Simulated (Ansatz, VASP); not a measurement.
## Two plane-wave programs on Mo

File INCAR:

```
ALGO = Normal
EDIFF = 1E-7
ENCUT = 520
GGA = RP
ISIF = 2
ISMEAR = -1
LASPH = T
LCHARG = F
LREAL = F
LWAVE = F
NBANDS = 13
NELM = 100
PREC = Accurate
SIGMA = 0.1
```

Contents of KPOINTS:

```
k-points
0
Gamma
  13 13 13
```

POSCAR

```
Mo
1.0
    2.6520612031      0.0000000000      0.0000000000
    0.0000000000      2.6520612031      0.0000000000
    0.0000000000      0.0000000000      2.6520612031
Mo
1
Direct
    0.0000000000      0.0000000000      0.0000000000
```

Input for Ansatz:

```yaml
crystal:
  lattice:
    - [2.6520612031, 0.0, 0.0]
    - [0.0, 2.6520612031, 0.0]
    - [0.0, 0.0, 2.6520612031]
  atoms:
    - { symbol: Mo, position: [0.0, 0.0, 0.0] }
hamiltonian:
  xc: rpbe
  pseudopotentials:
    kind: paw
    azcp:
      Mo: "pseudopotentials/Mo.paw.azcp"
basis:
  ecutwfc: 420
  fft_grid_basis: typed
kpoints:
  mp_grid: { grid: [13, 13, 13], shift: [0, 0, 0] }
magnetization:
  spin_polarized: false
scf:
  occupations: { method: fermi_dirac, width: 0.1 }
  lower_state_search: "off"
output:
  stress: true
```

Alike in both runs: task single point; functional RPBE; k mesh 13 × 13 × 13; occupations fermi-dirac, width 0.1 eV; no spin polarisation.

```csv
,VASP,Ansatz
version,VASP 6.6.1,Ansatz 0.2.0
potentials or method,"VASP PAW PBE potentials, release 64 (Mo_sv)","plane waves (420 eV) with PAW, scalar-relativistic"
plane-wave cutoff (eV),520,420
valence electrons in the cell,14,14
```

Ansatz gave:

* pressure (GPa): -7.4

Q: Estimate VASP's values.

A: Pressure (GPa): -7.0.

Caveats: the PAW data sets were made with another functional, which shifts forces and pressure a little (VASP).
